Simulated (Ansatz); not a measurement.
**BN: the cell at several levels of theory**

An exercise on one series of results from a longer session: the logs are not shown, and one member is left open.

The COD entry's cell or inner coordinates are ideal or old and differ from later refinements, so a difference from it is no clean test against experiment.

Code: Ansatz 0.2.0. PAW datasets, plane waves, zero pressure. Spin-unpolarised throughout; all numbers are computed.

### The system as given

It is hexagonal, P6_3mc (No. 186); conventional cell a = 2.536 Å, c = 4.199 Å, 5.85 Å³ an atom. Around B lie 4 N at 1.56–1.57 Å; around N lie 4 B at 1.56–1.57 Å.

The structure in full:

```
B N
1.0
     2.53600    0.00000    0.00000
    -1.26800    2.19624    0.00000
     0.00000    0.00000    4.19900
B N
2 2
Cartesian
  1.2680 0.7321 0.0000
  0.0000 1.4642 2.0995
  1.2680 0.7321 1.5746
  0.0000 1.4642 3.6741
```

The first run:

input.yaml reads:

```yaml
crystal:
  lattice:
    - [2.536, 0.0, 0.0]
    - [-1.268, 2.196240424, 0.0]
    - [0.0, 0.0, 4.199]
  atoms:
    - { symbol: B, position: [0.6666666667, 0.3333333333, 0.0] }
    - { symbol: B, position: [0.3333333333, 0.6666666667, 0.5] }
    - { symbol: "N", position: [0.6666666667, 0.3333333333, 0.375] }
    - { symbol: "N", position: [0.3333333333, 0.6666666667, 0.875] }
kpoints:
  mp_grid: { grid: [12, 12, 6] }
hamiltonian:
  xc: pbe
scf:
  occupations: { method: fermi_dirac, width: 0.02 }
relax:
  f_tol: 0.005
  cell: {}
output:
  write_density: true
  write_potential: true
  elf: true
  volumetric_format: npy
```

On the command line:

```console
ansatz run input.yaml --threads 2 --pin off --max-ram 2211MiB --backend cpu --events-out ev --progress --plain --runs-dir out
```

Steps of the session up to this table: Relaxation with PBE; r2SCAN: cell and atoms; Relaxation with PBEsol; Relaxing with LDA; Relaxation with HSE06.

One of the session's tables, all rows but one given; the rest of the session is left out.

```
 level  a (Å)  c (Å)  volume (Å³/atom)
   PBE  2.555  4.225             5.968
r2SCAN  2.544  4.208             5.896
PBEsol      ?      ?                 ?
   LDA  2.523  4.175             5.755
 HSE06  2.535  4.191             5.830
```

Estimate the missing values for PBEsol.

The run gave: a (Å): 2.541; c (Å): 4.203; volume (Å³/atom): 5.876. In the column «a (Å)» it lies between HSE06 (2.535) and r2SCAN (2.544).

LDA gives the smallest cell and PBE the largest; they differ by 3.7 % in volume, a mean of 1.2 % in length. The meshes differ: PBE 12×12×6, r2SCAN 12×12×6, PBEsol 12×12×6, LDA 12×12×6, HSE06 9×9×4.
